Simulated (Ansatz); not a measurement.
**CaSe (wurtzite) under strain**

Wurtzite CaSe (no longer in that coordination), relaxed with r2SCAN in Ansatz 0.2.0. Space group P6_3/mmc (No. 194), hexagonal; a = 5.006 Å, c = 5.876 Å in the conventional setting, 31.87 Å³ an atom. Ca is surrounded by 5 Se at 2.89–2.94 Å; Se is surrounded by 5 Ca at 2.89–2.94 Å. The cell started from the wurtzite prototype, but the relaxation took it to the higher symmetry P6_3/mmc (No. 194), so the name no longer describes it.

The axes x, y and z are those of this cell:
```yaml
crystal:
  lattice:
    - [5.00560, 0.00000, 0.00000]
    - [-2.50280, 4.33497, 0.00000]
    - [0.00000, 0.00000, 5.87573]
  atoms:
    - { symbol: Ca, position: [0.33333, 0.66667, 0.93750] }
    - { symbol: Ca, position: [0.66667, 0.33333, 0.43750] }
    - { symbol: Se, position: [0.33333, 0.66667, 0.43750] }
    - { symbol: Se, position: [0.66667, 0.33333, 0.93750] }
```

Unstrained: PBE gives an indirect gap of 2.453 eV, from Γ to K; the least direct gap is 2.576 eV at Γ. The r2SCAN gap is indirect, 2.894 eV (Γ to K), below the direct gap of 3.052 eV at Γ. With HSE06 the gap is 3.414 eV and direct, at Γ. A second conduction valley, at K, lies only 32 meV higher, so their order isn't settled. Meshes: PBE 6×6×4, r2SCAN 6×6×4, HSE06 6×6×4. Strains are changes of length per length. After each strain the atoms were relaxed again with r2SCAN within the symmetry that the strain leaves, so tilts or polar shifts that break it weren't tested; points keep the names that they have in the unstrained zone. No spin polarisation. The prototype was imposed, so other structures may be more stable.

Changes of the least gap in eV (an overlap counts as a negative gap):

| strain | volume change (%) | space group | PBE | r2SCAN | HSE06 | energy rise, r2SCAN (meV/atom) |
| --- | --- | --- | --- | --- | --- | --- |
| isotropic +2.5 % on every length | +7.7 | P6_3/mmc | -0.018 | +0.018 | – | 21.1 |
| uniaxial +3.0 % along x | +3.0 | Cmcm | +0.055 | +0.066 | – | 4.6 |
| isotropic -3.0 % on every length | -8.7 | P6_3/mmc | -0.203 | -0.207 | -0.190 | 35.8 |
| epitaxial -1.5 % in the xy plane, free normal strain +0.46 % | -2.5 | P6_3/mmc | -0.056 | -0.058 | -0.037 | 4.4 |

Isotropic +2.5 % on every length. r2SCAN: the gap goes from 2.894 to 2.912 eV (+0.018 eV); it turns from indirect (Γ → K) to direct (Γ). Stress change with r2SCAN, compression positive: xx -2.44, yy -2.44, zz -2.88 GPa.

Uniaxial +3.0 % along x, other directions held. PBE: the gap goes from 2.453 to 2.508 eV (+0.055 eV); it turns from indirect (Γ → K) to direct (Γ). r2SCAN: the gap goes from 2.894 to 2.960 eV (+0.066 eV). Stress change with r2SCAN, compression positive: xx -1.48, yy -1.24, zz -0.48 GPa.

Isotropic -3.0 % on every length. HSE06: the gap goes from 3.414 to 3.224 eV (-0.190 eV); the edges move from Γ to Γ → K; with r2SCAN the top three valence levels at Γ, grouped 1+2 from the top over 1065 meV, become 1+2 over 1273 meV. Stress change with r2SCAN, compression positive: xx +4.18, yy +4.18, zz +5.01 GPa.

Epitaxial -1.5 % in the xy plane, free normal strain +0.46 %. HSE06: the gap goes from 3.414 to 3.377 eV (-0.037 eV); the edges move from Γ to Γ → K. Stress change with r2SCAN, compression positive: xx +1.55, yy +1.55, zz 0.00 GPa.

Spin-orbit coupling is left out.

The meshes of the hybrids are coarse, so their gaps aren't converged to the digits shown.

The splittings at Γ are without spin-orbit coupling, which regroups them where it is of like size or larger.
